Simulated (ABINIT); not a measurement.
# GaAs (F-43m): G0W0 in ABINIT against the wavefunction cutoff in GW, part 2 of 2

Aim: move the wavefunction cutoff in GW of a G0W0 run on GaAs (F-43m) over a wide range.

ABINIT 10.8.3; PBE and many-body steps on it, plane waves. Known limits of the many-body steps: not at the basis limit; exchange with frozen shells missing; screening runs away on this mesh; no spin-orbit coupling; coarse k mesh.

So far. Step 2 (Screening, 4×4×4 mesh, 87 bands, screening to 163.3 eV): Local fields lower ε∞ by 6 %. The value itself is an artefact of the mesh, where one narrow direct gap carries too much weight. Step 5 (19 Ha): The gap on the mesh goes from 0.51 eV to 1.12 eV, a correction of +0.60 eV.

## 7. 28.5 Ha

This step: G0W0 on PBE, plane waves, norm-conserving pseudopotentials.

Contents of run.abi:

```
acell 3*1.0 Angstrom
rprim 
  0.000000000000 2.826850000000 2.826850000000
  2.826850000000 0.000000000000 2.826850000000
  2.826850000000 2.826850000000 -0.000000000000
ntypat 2
znucl 31 33
natom 2
typat 1 2
xred 
  0.000000000000 0.000000000000 0.000000000000
  0.250000000000 0.250000000000 0.250000000000
pp_dirpath "pseudos"
pseudos "Ga.upf, As.upf"
ecut 38
ngkpt 4 4 4
nshiftk 1
shiftk 0 0 0
kptopt 1
chksymbreak 0
istwfk *1
occopt 1
irdwfk 1
optdriver 4
nband 87
gwcalctyp 0
ecutsigx 28.5
symsigma 1
nkptgw 1
kptgw 
  0.0000000000 0.0000000000 0.0000000000
bdgw 
  12 18
ecuteps 6
irdscr 1
ppmodel 1
ecutwfn 28.5
indata_prefix "in"
outdata_prefix "out"
tmpdata_prefix "tmp"
```

The run is started by

```sh
OMP_NUM_THREADS=1 mpirun -n 8 abinit run.abi > log
```

The log of the run:

```text
.Version 10.8.3 of ABINIT. v10.8.2 released Aug 2026.

 Symmetries : space group F-4 3 m (#216); Bravais cF (face-center cubic)
[... echo of the input left out ...]
== DATASET  1 ==================================================================
-   mpi_nproc: 8, omp_nthreads: 1 (-1 if OMP is not activated)

--- !DatasetInfo
iteration_state: {dtset: 1, }
dimensions: {natom: 2, nkpt: 8, mband: 87, nsppol: 1, nspinor: 1, nspden: 1, mpw: 2252, }
cutoff_energies: {ecut:  28.5, pawecutdg:  -1.0, }
[...]
16   7.763 -10.839  -6.841  -4.070   0.799  -0.252 -10.897  -0.058   7.705
       17   7.763 -10.839  -6.841  -4.070   0.799  -0.252 -10.897  -0.058   7.705
       18   7.763 -10.839  -6.841  -4.070   0.799  -0.252 -10.897  -0.058   7.705

== END DATASET(S) ==============================================================
================================================================================

 -outvars: echo values of variables after computation  --------
           etotal      0.0000000000E+00
            nband          87
             nkpt           8
          spgroup         216
 [... the other variables as echoed above ...]

 Calculation completed.
```

Wall time 4.8 s (8 MPI ranks of Intel Xeon Platinum 8259CL at 2.50GHz (Skylake/Cascade Lake), shared host); peak memory 1 GiB; 36 s of CPU time.

Numbers from this step:

```
G0W0 gap on the points computed              : 1.122 eV
starting gap on the mesh                     : 0.5137 eV
k of the valence top                         : 0, 0, 0
k of the conduction bottom                   : 0, 0, 0
least direct G0W0 gap on the computed points : 1.122 eV
```

Against the run before, the gap moves by +0.007 eV.

## 8. Screening, 4×4×4 mesh, 87 bands, screening to 163.3 eV

This step: RPA screening on PBE, plane waves, norm-conserving pseudopotentials.

Edit run.abi of step 7 so:

```diff
@@ -23,16 +23,8 @@
 irdwfk 1
-optdriver 4
+optdriver 3
 nband 87
-gwcalctyp 0
-ecutsigx 28.5
-symsigma 1
-nkptgw 1
-kptgw 
-  0.0000000000 0.0000000000 0.0000000000
-bdgw 
-  12 18
 ecuteps 6
-irdscr 1
-ppmodel 1
-ecutwfn 28.5
+inclvkb 2
+awtr 1
+symchi 1
 indata_prefix "in"
```

The log of the run:

```text
.Version 10.8.3 of ABINIT. v10.8.2 released Aug 2026.

 Symmetries : space group F-4 3 m (#216); Bravais cF (face-center cubic)
[... echo of the input left out ...]
== DATASET  1 ==================================================================
-   mpi_nproc: 8, omp_nthreads: 1 (-1 if OMP is not activated)

--- !DatasetInfo
iteration_state: {dtset: 1, }
dimensions: {natom: 2, nkpt: 8, mband: 87, nsppol: 1, nspinor: 1, nspden: 1, mpw: 3479, }
cutoff_energies: {ecut:  38.0, pawecutdg:  -1.0, }
[...]
--------------------------------------------------------------------------------
[... chi0 elements left out ...]
 For q-point:  0.000010 0.000020 0.000030
  dielectric constant = 138.8800
  dielectric constant without local fields = 147.8299

  Average fulfillment of the sum rule on Im[epsilon] for q-point    1 :     49.39  [%]
[... wings left out ...]
  q-point number  2        q = ( 0.250000, 0.000000, 0.000000) [r.l.u.]
--------------------------------------------------------------------------------
[... chi0 elements left out ...]
  Average fulfillment of the sum rule on Im[epsilon] for q-point    2 :     61.96  [%]

 [... 6 further q-points ...]
```

The job ended after 23 s (8 MPI ranks; peak memory 1.4 GiB; 3 min of CPU time).

This step gave:

```
ε∞ with local fields, on this mesh, along the program's q direction : 138.9
the same without local fields                                       : 147.8
plasma frequency                                                    : 29.23 eV
plane waves in the screening matrix                                 : 181
```

## 9. 38 Ha

This step: G0W0 on PBE, plane waves, norm-conserving pseudopotentials.

Edit run.abi of step 8 so:

```diff
@@ -23,8 +23,15 @@
 irdwfk 1
-optdriver 3
+optdriver 4
 nband 87
+gwcalctyp 0
+ecutsigx 38
+symsigma 1
+nkptgw 1
+kptgw 
+  0.0000000000 0.0000000000 0.0000000000
+bdgw 
+  12 18
 ecuteps 6
-inclvkb 2
-awtr 1
-symchi 1
+irdscr 1
+ppmodel 1
 indata_prefix "in"
```

The log of the run:

```text
.Version 10.8.3 of ABINIT. v10.8.2 released Aug 2026.

 Symmetries : space group F-4 3 m (#216); Bravais cF (face-center cubic)
[... echo of the input left out ...]
== DATASET  1 ==================================================================
-   mpi_nproc: 8, omp_nthreads: 1 (-1 if OMP is not activated)

--- !DatasetInfo
iteration_state: {dtset: 1, }
dimensions: {natom: 2, nkpt: 8, mband: 87, nsppol: 1, nspinor: 1, nspden: 1, mpw: 3479, }
cutoff_energies: {ecut:  38.0, pawecutdg:  -1.0, }
[...]
16   7.763 -10.841  -6.854  -4.071   0.798  -0.252 -10.908  -0.067   7.696
       17   7.763 -10.841  -6.854  -4.071   0.798  -0.252 -10.908  -0.067   7.696
       18   7.763 -10.841  -6.854  -4.071   0.798  -0.252 -10.908  -0.067   7.696

== END DATASET(S) ==============================================================
================================================================================

 -outvars: echo values of variables after computation  --------
           etotal      0.0000000000E+00
            nband          87
             nkpt           8
          spgroup         216
 [... the other variables as echoed above ...]

 Calculation completed.
```

Elapsed: 6.4 s, on 8 MPI ranks; peak memory 1.2 GiB; 48 s of CPU time.

Numbers from this step:

```
G0W0 gap on the points computed              : 1.134 eV
starting gap on the mesh                     : 0.5137 eV
k of the valence top                         : 0, 0, 0
k of the conduction bottom                   : 0, 0, 0
least direct G0W0 gap on the computed points : 1.134 eV
```

Against the run before, the gap moves by +0.012 eV.

## 10. Side by side

Times are wall times on 8 MPI ranks of Intel Xeon Platinum 8259CL at 2.50GHz (Skylake/Cascade Lake), shared host, good to a factor of about two. A run's time includes the screening step that it read.

```
    run   mesh  bands  screening cutoff (eV)  DFT gap (eV)  gap on the mesh (eV)  direct (eV)  ε∞ used  time
11.4 Ha  4×4×4     87                  163.3         0.514                 1.282        1.282   138.91  13 s
  19 Ha  4×4×4     87                  163.3         0.514                 1.115        1.115   139.22  20 s
28.5 Ha  4×4×4     87                  163.3         0.514                 1.122        1.122   138.92  21 s
  38 Ha  4×4×4     87                  163.3         0.514                 1.134        1.134   138.88  29 s
```

## 11. Results

```yaml
11p4_ha: 1.282 eV
19_ha: 1.115 eV
28p5_ha: 1.122 eV
38_ha: 1.134 eV
known_limits: not at the basis limit; exchange with frozen shells missing; screening runs away on this mesh; no spin-orbit coupling; coarse k mesh
```

**Reading.** The setting moved: wavefunction cutoff in GW. From 11.4 Ha to 38 Ha the gap moves by −0.15 eV, for 2.2 times the time. The last step still moves it by +0.012 eV. Bands and screening cutoff are coupled, so a series along one setting does not show full convergence. The exchange cutoff follows the wavefunction cutoff here. Bands and cutoff are finite, so the gap is not at the basis limit. The miss can reach some tenths of an eV and take either sign; the mesh is an error of its own. In the G0W0 runs levels were corrected at 1 k point alone, so a gap called «on the mesh» is the least over those, and an edge elsewhere would be missed. The 4×4×4 mesh is coarse for this cell, which bears on the long-range parts of exchange and screening. The norm-conserving file of at least one element keeps a d shell over frozen s and p shells of the same row. Exchange with those shells is missing from the self-energy, an error of 0.3 to 0.9 eV in cases checked, whose sign depends on which edge lies on those atoms. For the PBE start: On this mesh the RPA ε∞ passes 90, more than nearly any semiconductor shows; a coarse mesh does this where one point with a narrow direct gap carries much weight. The screening is then too strong, and the G0W0 gap should not be taken as the material's. The many-body steps are scalar-relativistic: spin-orbit coupling is not in them.

[Paths, hosts, dates, memory and timing lines, banners, echoed tables and standing remarks are left out of the program output.]

[Logs are printed without paths, hosts, clocks, repeated set-up lines and the standing remarks that a program may print on its own settings, such as how far it seeks lower states.]

[Runs of the session that timed out or met a known fault of the program may be left out.]

[Hosts, paths, dates, database ids (printed as entryN), source tags and the programs' standing remarks are cut or masked in the printed files.]

[G0W0 gaps are taken among the corrected bands and points alone; a level outside them can change the order at an edge.]

[Where Ansatz stands beside ABINIT at settings called matched, ABINIT's density can come from a denser mesh and the files from another edition; pairs whose starting gaps differed by over 0.03 eV were left out, so agreement reads better than it is.]
